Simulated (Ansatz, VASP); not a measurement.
**SnH7 in VASP and in Ansatz**

Contents of INCAR:

```
SYSTEM = SnH7
ALGO     = Normal         ! electronic algorithm
EDIFF    = 1E-6           ! SCF threshold, eV
ENCUT    = 520            ! plane-wave cutoff, eV
GGA      = PE             ! functional
ISIF     = 2              ! what is computed and relaxed
ISMEAR   = 0              ! smearing method
LASPH    = .True.         ! aspherical terms in the spheres
LCHARG   = .False.        ! write CHGCAR
LREAL    = .False.        ! projectors in reciprocal space
LWAVE    = .False.        ! write WAVECAR
NBANDS   = 20             ! bands
NELM     = 60             ! most SCF steps
PREC     = Accurate       ! precision mode
SIGMA    = 0.1            ! smearing width, eV
```

KPOINTS

```
k-points
0
Gamma
  4 4 4
  0 0 0
```

Contents of POSCAR:

```
SnH7
1.0
    0.0000000000      3.3842059400      3.3842059400
    3.3842059400      0.0000000000      3.3842059400
    3.3842059400      3.3842059400      0.0000000000
Sn H
1 7
Direct
    0.0000000000      0.0000000000      0.0000000000
    0.5000000000      0.5000000000      0.5000000000
    0.5000000000      0.0000000000      0.0000000000
    0.5000000000      0.0000000000      0.5000000000
    0.0000000000      0.5000000000      0.5000000000
    0.0000000000      0.5000000000      0.0000000000
    0.5000000000      0.5000000000      0.0000000000
    0.0000000000      0.0000000000      0.5000000000
```

Input for Ansatz:

```yaml
crystal:
  lattice:
    - [0.0, 3.38420594, 3.38420594]
    - [3.38420594, 0.0, 3.38420594]
    - [3.38420594, 3.38420594, 0.0]
  atoms:
    - { symbol: Sn, position: [0.0, 0.0, 0.0] }
    - { symbol: H, position: [0.5, 0.5, 0.5] }
    - { symbol: H, position: [0.5, 0.0, 0.0] }
    - { symbol: H, position: [0.5, 0.0, 0.5] }
    - { symbol: H, position: [0.0, 0.5, 0.5] }
    - { symbol: H, position: [0.0, 0.5, 0.0] }
    - { symbol: H, position: [0.5, 0.5, 0.0] }
    - { symbol: H, position: [0.0, 0.0, 0.5] }
basis:
  ecutwfc: 420
kpoints:
  mp_grid: { grid: [4, 4, 4] }
hamiltonian:
  xc: pbe
scf:
  occupations: { method: gaussian, width: 0.1 }
  lower_state_search: "off"
output:
  forces: true
  stress: true
  eigenvalues: true
```

Change from the starting cell: species swapped into the CuPt7 type (Fm-3m, No. 225).

Alike in both runs: task single point; functional PBE; k mesh 4 × 4 × 4; occupations gaussian, width 0.1 eV; no spin polarisation.

|  | VASP | Ansatz |
| --- | --- | --- |
| version | VASP 6.6.1 | Ansatz 0.2.0 |
| potentials or method | VASP PAW PBE potentials, release 64 (Sn_d, H) | scalar-relativistic, plane waves, PAW |
| plane-wave cutoff (eV) | 520 | 420 |
| valence electrons in the cell | 21 | 21 |

```csv
,VASP,Ansatz,Ansatz less VASP
gap on the k mesh at the Fermi level (eV),none,none,-
pressure (GPa),-14.0,-13.9,+0.14
```

A gap of «none» marks a metal or a gap that the smearing closes.

Caveats: the k mesh is coarse (spacing up to 0.40 Å⁻¹), so the values aren't converged.
